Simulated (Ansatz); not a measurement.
Runs of Ansatz 0.2.0 on WC. Symmetry: Fm-3m, No. 225, cubic system. The conventional cell has a = 4.385 Å, b = 4.385 Å, c = 4.385 Å, α = 90.00°, β = 90.00°, γ = 90.00°. W (site symmetry m-3m) has 6 C at 2.19 Å as nearest neighbours. Around C (site symmetry m-3m) lie 6 W at 2.19 Å. Measurements of this composition are mostly on another form, of space group No. 187.

```csv
task,level,cell,cutoff (eV),smearing,gap on the mesh (eV),pressure (GPa)
single point,RPBE,as given,336,gaussian 0.05 eV,none,2.8
single point,PBE,as given,336,gaussian 0.1 eV,none,-1.4
relaxation of cell and atoms,RPBE+D4,relaxed,-,fermi-dirac 0.05 eV,-,0.0
single point,PBE,as given,336,gaussian 0.02 eV,none,(a)
```

Alike in all rows: potentials or basis all-electron LAPW, scalar-relativistic; no spin polarisation; k mesh 10 × 10 × 10; basis error allowed 0.001 eV/atom.

Problem. Estimate the missing entries.

Solution. (a) -1.5.

A k mesh can miss the band edges, and the runs leave out spin-orbit coupling on W.

A gap of «none» marks a metal or a gap under the smearing width.
